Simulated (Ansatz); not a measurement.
A run of Ansatz 0.2.0 is set up as follows.

The input input.yaml:

```yaml
crystal:
  lattice:
    - [0.0, 2.731, 2.731]
    - [2.731, 0.0, 2.731]
    - [2.731, 2.731, 0.0]
  atoms:
    - { symbol: Ca, position: [0.0, 0.0, 0.0] }
    - { symbol: F, position: [0.75, 0.75, 0.75] }
    - { symbol: F, position: [0.25, 0.25, 0.25] }
hamiltonian:
  xc: r2scan
  pseudopotentials: { kind: paw }
kpoints:
  mp_grid: { grid: [8, 8, 8] }
  band_path:
    path:
      - [[0.0, 0.0, 0.0], [0.5, 0.0, 0.5], [0.5, 0.25, 0.75], [0.375, 0.375, 0.75], [0.0, 0.0, 0.0], [0.5, 0.5, 0.5], [0.625, 0.25, 0.625], [0.5, 0.25, 0.75], [0.5, 0.5, 0.5], [0.375, 0.375, 0.75]]
      - [[0.625, 0.25, 0.625], [0.5, 0.0, 0.5]]
    npoints: 14
scf:
  occupations: { method: fermi_dirac, width: 0.05 }
  n_extra_bands: 7
output:
  forces: true
  stress: true
  eigenvalues: true
  fatbands: false
```

Potentials or basis: Ansatz PAW.

Command:

```console
$ ansatz run input.yaml --threads 2 --pin off --max-ram 5632MiB --backend cpu --events-out ev --progress --plain --runs-dir out
```

Problem. Estimate the band gap along the path.

Solution. 7.96 eV, indirect (least direct gap 8.22 eV).

Problem. Predict the band gap on the k mesh.

Solution. 7.96 eV, indirect (least direct gap 8.22 eV).

Problem. Estimate the pressure.

Solution. -1.1 GPa.

Levels at the corners of the path, in eV from the valence-band top:
| point | band 9 | band 10 | band 11 | band 12 | band 13 | band 14 | band 15 | band 16 |
| --- | --- | --- | --- | --- | --- | --- | --- | --- |
| Γ | -2.09 | -0.26 | -0.26 | -0.26 | 7.96 | 9.99 | 9.99 | 12.16 |
| X | -1.66 | -0.35 | -0.35 | 0.00 | 8.75 | 10.45 | 10.91 | 11.80 |
| W | -1.04 | -1.04 | -0.27 | -0.09 | 9.08 | 10.56 | 10.86 | 10.86 |
| K | -1.51 | -0.63 | -0.44 | -0.10 | 9.02 | 10.62 | 10.63 | 11.27 |
| Γ | -2.09 | -0.26 | -0.26 | -0.26 | 7.96 | 9.99 | 9.99 | 12.16 |
| L | -1.27 | -1.24 | -0.84 | -0.84 | 10.18 | 10.18 | 10.67 | 11.24 |
| U | -1.51 | -0.63 | -0.44 | -0.10 | 9.02 | 10.62 | 10.63 | 11.27 |
| W | -1.04 | -1.04 | -0.27 | -0.09 | 9.08 | 10.56 | 10.86 | 10.86 |
| L | -1.27 | -1.24 | -0.84 | -0.84 | 10.18 | 10.18 | 10.67 | 11.24 |
| K | -1.51 | -0.63 | -0.44 | -0.10 | 9.02 | 10.62 | 10.63 | 11.27 |
| U | -1.51 | -0.63 | -0.44 | -0.10 | 9.02 | 10.62 | 10.63 | 11.27 |
| X | -1.66 | -0.35 | -0.35 | 0.00 | 8.75 | 10.45 | 10.91 | 11.80 |

Caveat: the PAW data sets come from PBE, with cores solved anew for the run's functional, which leaves a small shift of forces and pressure. r2SCAN opens gaps a little over a GGA but as a rule still falls short of measured ones.
